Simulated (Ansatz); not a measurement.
SiC (Moissanite 6H):

```
CELL_PARAMETERS angstrom
3.09500 0.00000 0.00000
-1.54750 2.68035 0.00000
0.00000 0.00000 15.17000
ATOMIC_POSITIONS crystal
Si 0.66667 0.33333 0.45830
Si 0.33333 0.66667 0.95830
Si 0.66667 0.33333 0.79170
Si 0.33333 0.66667 0.29170
Si 0.00000 0.00000 0.62500
Si 0.00000 0.00000 0.12500
C 0.66667 0.33333 0.33330
C 0.33333 0.66667 0.83330
C 0.66667 0.33333 0.66670
C 0.33333 0.66667 0.16670
C 0.00000 0.00000 0.50000
C 0.00000 0.00000 0.00000
```

- Program: Ansatz 0.2.0
- Task: relaxation of cell and atoms
- Functional: BLYP
- Dispersion: D4
- Potentials or basis: Ansatz PAW
- Cutoff: 420 eV (not typed: the program's choice for these potentials)
- k mesh: 10 × 10 × 2
- Occupations: fermi-dirac, width 0.05 eV
- Spin: no spin polarisation

At the start: volume 10.49 Å³/atom.

**Question.** Where does the relaxation end?

**Answer.** It ends after 7 steps and the volume is 10.30 Å³/atom (-1.8 %); space group P6_3mc (No. 186, to 0.05 Å).

Step by step:
```
step  energy change (eV)  largest force (eV/Å)  volume (Å³)
   1              0.0000                0.1418       125.85
   2             -0.0236                0.0788       124.67
   3             -0.0320                0.0140       123.56
   4             -0.0321                0.0015       123.63
   5             -0.0274                0.0015       123.63
   6             -0.0275                0.0000       123.60
   7             -0.0274                0.0000       123.60
```

Final structure:
```
Si C
1.0
     3.07500    0.00000    0.00000
    -1.53750    2.66303    0.00000
     0.00000    0.00000   15.09342
Si C
6 6
Cartesian
  1.5375 0.8877 6.9168
  0.0000 1.7754 14.4635
  1.5375 0.8877 11.9511
  0.0000 1.7754 4.4044
  0.0000 0.0000 9.4342
  0.0000 0.0000 1.8875
  1.5375 0.8877 5.0308
  0.0000 1.7754 12.5775
  1.5375 0.8877 10.0654
  0.0000 1.7754 2.5187
  0.0000 0.0000 7.5420
  0.0000 0.0000 -0.0047
```

Caveat: the plane-wave basis is chosen anew once the cell has moved, so the energies of steps on either side of that aren't comparable; the pressure holds a Pulay correction of +0.4 GPa for the finite cutoff; the PAW data sets come from PBE, with cores solved anew for the run's functional, which leaves a small shift of forces and pressure.
